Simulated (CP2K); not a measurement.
MoS2:

```xyz
3
Lattice="3.2275 0.0000 0.0000 -1.6137 2.7951 0.0000 0.0000 0.0000 6.3125" Properties=species:S:1:pos:R:3 pbc="T T T"
Mo    0.0000    0.0000    3.1562
S     1.6137    0.9317    4.7008
S     0.0000    1.8634    1.6117
```

Measurements of this composition are mostly on another form, of space group No. 194.

- Program: CP2K 2026.2
- Task: single point
- Functional: PBE
- Potentials or basis: POTENTIAL_UZH Mo GTH-PBE-q14, S GTH-PBE-q6; TZVP-MOLOPT-PBE-GTH basis
- Density cutoff: 6123 eV
- k mesh: 9 × 9 × 4
- Occupations: fermi-dirac, width 0.05 eV
- Spin: no spin polarisation

On this cell: pressure 2.3 GPa; largest force 0.438 eV/Å; band gap on the k mesh none (metal or under the smearing width).

The same run follows on a disturbed copy (atoms moved at random, drawn with an rms of 0.05 Å):

```
Mo S
1.0
     3.22746    0.00000    0.00000
    -1.61373    2.79507    0.00000
     0.00000    0.00000    6.31247
Mo S
1 2
Direct
  0.99403 0.98173 0.49930
  0.65564 0.32224 0.74824
  0.33381 0.68688 0.25256
```

Question: What does the disturbed cell give?

Answer: The energy (extrapolated to zero smearing) moves by +6.9 meV/atom; pressure 0.8 GPa; largest force 0.633 eV/Å; band gap on the k mesh none (metal or under the smearing width).

Forces in eV/Å, atoms in the order of the input:
```
Mo  -0.266  0.389  0.271
S    0.054  0.134  0.015
S    0.212 -0.523 -0.286
```

Stress tensor (GPa, compression positive):
```
 1.40 -0.45 -0.68
-0.45 -0.58  2.80
-0.68  2.80  1.73
```

Caveats: the basis of atomic orbitals isn't converged, which shifts pressures, moduli and gaps; this functional lacks dispersion, which binds the layers, so the pressure and a relaxed spacing across them are unreliable (some runs).
